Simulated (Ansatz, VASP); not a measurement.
## One calculation of Hf, two programs

```
CELL_PARAMETERS angstrom
3.15702 0.00000 0.00000
-1.57851 2.73406 0.00000
0.00000 0.00000 5.01344
ATOMIC_POSITIONS crystal
Hf 0.33333 0.66667 0.25000
Hf 0.66667 0.33333 0.75000
```

Alike in both runs: functional PBEsol; k mesh 15 × 15 × 8; occupations fermi-dirac, width 0.15 eV; no spin polarisation.

Ansatz relaxed the structure, and its values are those at the end. VASP's run is a single point on that final structure, the one shown.

|  | VASP | Ansatz |
| --- | --- | --- |
| version | VASP 6.6.1 | Ansatz 0.2.0 |
| potentials or method | VASP PAW PBE potentials, release 64 (Hf_pv) | scalar-relativistic, plane waves, PAW |
| plane-wave cutoff (eV) | 520 | 420 |
| valence electrons in the cell | 20 | 52 |

Ansatz gave:

* gap on the k mesh at the Fermi level (eV): none
* pressure (GPa): 0.0

Q: What did VASP give for the same quantities?

A: gap on the k mesh at the Fermi level (eV): none; pressure (GPa): -0.4.

A gap of «none» marks a metal or a gap that the smearing closes. The two sets of potentials don't hold the same shells in valence.

Caveats: the PAW data sets were made with another functional, which shifts forces and pressure a little (VASP). Spin-orbit coupling is left out, which matters for the levels of Hf.
